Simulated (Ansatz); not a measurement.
**Ni: enthalpy against pressure**

Ni, Fm-3m, a = 3.463 Å. Ansatz: PBEsol, PAW, 420 eV, Γ-centred 20×20×20 mesh on 1 atom, Gaussian smearing 0.10 eV; collinear spin, largest moment 0.7 μB. Cell and atoms are relaxed at each pressure, and no other structure is tried, so the rows at high pressure may lie past a change of phase. y is the enthalpy over the state at zero pressure; there V0 = 10.384 Å³/atom. The pressures are the targets, met within 0.08 GPa.

| P (GPa) | y (eV/atom) |
| --- | --- |
| -2.0 | -0.1302 |
| 0.0 | 0.0000 |
| 2.0 | 0.1290 |
| 5.0 | 0.3206 |
| 10.0 | 0.6350 |
| 20.0 | ? |
| 40.0 | 2.4191 |

Fit y = c1 P + c2 P² + c3 P³ to the other rows, say what c1 and c2 mean, and predict the missing value.

Least squares on the rows shown. y = 0.064793 P − 0.00013669 P² + 7.1996×10⁻⁷ P³. Since dH/dP = V, c1 is V0: 0.064793 eV/GPa × 160.2 = 10.380 Å³ against 10.384; c2 = −V0/(2B0) gives B0 = 237 GPa, where a Birch–Murnaghan fit to the volumes of the same runs (not shown) gives 231 GPa. At P = 20.0 the fit asked for gives 1.2469 eV/atom. The run gave 1.2474 eV/atom, so the fit is 0.0005 eV/atom too low, a small miss on the scale of the series.